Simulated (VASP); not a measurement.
Sb: single point with revPBE

The system is Sb.

```
Sb
1.0
     0.00000    2.40710    2.40710
     2.40710    0.00000    2.40710
     2.40710    2.40710    0.00000
Sb
1
Direct
  0.00000 0.00000 0.00000
```

The cell was built by a generator and needn't be a form met in nature.

- Program: VASP 6.6.1
- Task: single point
- Functional: revPBE
- Potentials or basis: VASP PAW PBE potentials, release 64 (Sb)
- Cutoff: 520 eV
- k mesh: 11 × 11 × 11
- Occupations: fermi-dirac, width 0.1 eV
- Spin: no spin polarisation

* Pressure: -0.2 GPa
* Band gap on the k mesh: none (metal or under the smearing width)

Levels at points of the mesh, in eV from the Fermi level:
```tsv
k point	band 1	band 2	band 3	band 4	band 5	band 6
(0.00, 0.00, 0.00)	-12.65	5.09	5.09	5.09	9.81	9.81
```

Wall time 8.2 s on 1 thread of Intel(R) Xeon(R) Platinum 8488C (Sapphire Rapids) (shared host), peak memory 0.15 GiB.

Caveat: the PAW data sets were made with another functional, which shifts forces and pressure a little. The run has no spin-orbit coupling, so splittings on Sb are missing.
